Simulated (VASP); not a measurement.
A run of VASP 6.6.1 is set up as follows.

File INCAR:

```
  PREC = Normal
  ENCUT = 520
  EDIFF = 1E-4
  ISMEAR = 0
  SIGMA = 0.15
  LREAL = F
  LASPH = T
  NELM = 60
  ALGO = Fast
  ISIF = 3
  LWAVE = F
  LCHARG = F
  GGA = PE
  IBRION = 2
  NSW = 24
  EDIFFG = -0.08
```

The input KPOINTS:

```
Automatic mesh
0
Gamma
  4 4 4
```

File POSCAR:

```
Ti3C
1.0
    0.0000000000      4.1758064300      4.1758064300
    4.1758064300      0.0000000000      4.1758064300
    4.1758064300      4.1758064300      0.0000000000
Ti C
6 2
Direct
    0.7281905400      0.2718094600      0.7281905400
    0.2718094600      0.2718094600      0.7281905400
    0.2718094600      0.7281905400      0.2718094600
    0.2718094600      0.7281905400      0.7281905400
    0.7281905400      0.2718094600      0.2718094600
    0.7281905400      0.7281905400      0.2718094600
    0.5000000000      0.5000000000      0.5000000000
    0.0000000000      0.0000000000      0.0000000000
```

Potentials or basis: VASP PAW PBE potentials, release 64 (Ti_sv, C).

Launch:

```console
$ cat potpaw_PBE.64/Ti_sv/POTCAR potpaw_PBE.64/C/POTCAR > POTCAR
$ mpirun -np 1 vasp_std > vasp.out
```

**Question.** Estimate the space group after relaxing (to 0.05 Å).

**Answer.** Pm-3m (No. 221).

**Question.** Predict the relaxed cell.

**Answer.** a = 5.898 Å, b = 5.898 Å, c = 5.898 Å, α = 60.00°, β = 60.00°, γ = 60.00°.

**Question.** What does it give for the relaxed volume?

**Answer.** 18.14 Å³/atom.

Forces on the atoms (eV/Å):
```
Ti   0.000 -0.009  0.000
Ti   0.000  0.000  0.009
Ti   0.000  0.009  0.000
Ti  -0.009  0.000  0.000
Ti   0.009  0.000  0.000
Ti   0.000  0.000 -0.009
C    0.000  0.000  0.000
C    0.000  0.000  0.000
```

Caveat: the relaxation stopped at a loose force limit of 0.08 eV/Å, so its end isn't a converged minimum.
